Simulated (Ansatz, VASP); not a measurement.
**Two plane-wave programs on C**

The input POSCAR:

```
C
1.0
    2.5032699062      0.0000000000      0.0000000000
   -1.2516349531      2.1678953313      0.0000000000
    0.0000000000      0.0000000000      4.1687214673
C
4
Direct
    0.3333333333      0.6666666667      0.0627304278
    0.6666666667      0.3333333333      0.5627304278
    0.3333333333      0.6666666667      0.4372695722
    0.6666666667      0.3333333333      0.9372695722
```

Contents of INCAR.step1:

```
PREC = Accurate
ENCUT = 520
ISMEAR = -1
SIGMA = 0.05
LREAL = False
LASPH = True
NELM = 60
NBANDS = 16
GGA = PE
ALGO = Normal
EDIFF = 1E-4
LWAVE = True
LCHARG = False
```

The input INCAR.step2:

```
PREC = Accurate
ENCUT = 520
EDIFF = 1E-7
ISMEAR = -1
SIGMA = 0.05
LREAL = False
LASPH = True
NELM = 60
ALGO = Normal
ISIF = 2
LWAVE = False
LCHARG = False
METAGGA = R2SCAN
LMIXTAU = True
NBANDS = 16
ISTART = 1
```

The input KPOINTS:

```
Automatic mesh
0
Gamma
  13 13 7
```

Input for Ansatz:

```yaml
crystal:
  lattice:
    - [2.5032699062, 0.0, 0.0]
    - [-1.2516349531, 2.1678953313, 0.0]
    - [0.0, 0.0, 4.1687214673]
  atoms:
    - { symbol: C, position: [0.3333333333, 0.6666666667, 0.0627304278] }
    - { symbol: C, position: [0.6666666667, 0.3333333333, 0.5627304278] }
    - { symbol: C, position: [0.3333333333, 0.6666666667, 0.4372695722] }
    - { symbol: C, position: [0.6666666667, 0.3333333333, 0.9372695722] }
hamiltonian:
  xc: r2scan
  pseudopotentials:
    kind: paw
    azcp:
      C: "pseudopotentials/C.paw.azcp"
basis:
  ecutwfc: 500
  fft_grid_basis: typed
kpoints:
  mp_grid: { grid: [13, 13, 7], shift: [0, 0, 0] }
magnetization:
  spin_polarized: false
scf:
  occupations: { method: fermi_dirac, width: 0.05 }
output:
  write_density: true
  write_potential: true
  elf: true
  volumetric_format: npy
```

Alike in both runs: task single point; functional r2SCAN; k mesh 13 × 13 × 7; occupations fermi-dirac, width 0.05 eV; no spin polarisation.

|  | VASP | Ansatz |
| --- | --- | --- |
| version | VASP 6.6.1 | Ansatz 0.2.0 |
| potentials or method | VASP PAW PBE potentials, release 64 (C) | plane waves (500 eV) with PAW, scalar-relativistic |
| plane-wave cutoff (eV) | 520 | 500 |
| valence electrons in the cell | 16 | 16 |

Ansatz gave:

```
gap on the k mesh at the Fermi level (eV) : 3.73
```

Question: What did VASP give for the same quantities?

Answer: gap on the k mesh at the Fermi level (eV): 3.69.

Caveats: an odd mesh through Γ misses points on the zone boundary, where band edges often lie.
